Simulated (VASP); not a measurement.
A run of VASP 6.6.1:

The input INCAR:

```
PREC     = Accurate       # precision mode
ENCUT    = 520            # plane-wave cutoff, eV
EDIFF    = 1E-8           # SCF threshold, eV
ISMEAR   = -1             # smearing method
SIGMA    = 0.02           # smearing width, eV
LREAL    = F              # projectors in reciprocal space
LASPH    = T              # aspherical terms in the spheres
NELM     = 100            # most SCF steps
ALGO     = Normal         # electronic algorithm
ISIF     = 2              # what is computed and relaxed
LWAVE    = F              # write WAVECAR
LCHARG   = F              # write CHGCAR
GGA      = PS             # functional
LEFG     = T            
NBANDS   = 11             # bands
```

File KPOINTS:

```
regular mesh
0
Gamma
  11 11 11
```

Contents of POSCAR:

```
NaH
1.0
    0.0000000000      2.3864216652      2.3864216652
    2.3864216652      0.0000000000      2.3864216652
    2.3864216652      2.3864216652      0.0000000000
Na H
1 1
Direct
    0.0000000000      0.0000000000      0.0000000000
    0.5000000000      0.5000000000      0.5000000000
```

Potentials or basis: VASP PAW PBE potentials, release 64 (Na_pv, H).

Run with:

```bash
$ cat potpaw_PBE.64/Na_pv/POTCAR potpaw_PBE.64/H/POTCAR > POTCAR
$ mpirun -np 1 vasp_std > vasp.out
```

Hardware: 1 thread of AMD EPYC 7R43 64-Core Processor (Zen 3), on a shared host.

Question: How long does it take, and how much memory?

Answer: Run time: 32 s on 1 thread of AMD EPYC 7R43 64-Core Processor (Zen 3), with other jobs on the host, peak memory 0.11 GiB. Counts: scf iterations 13, k points 56.
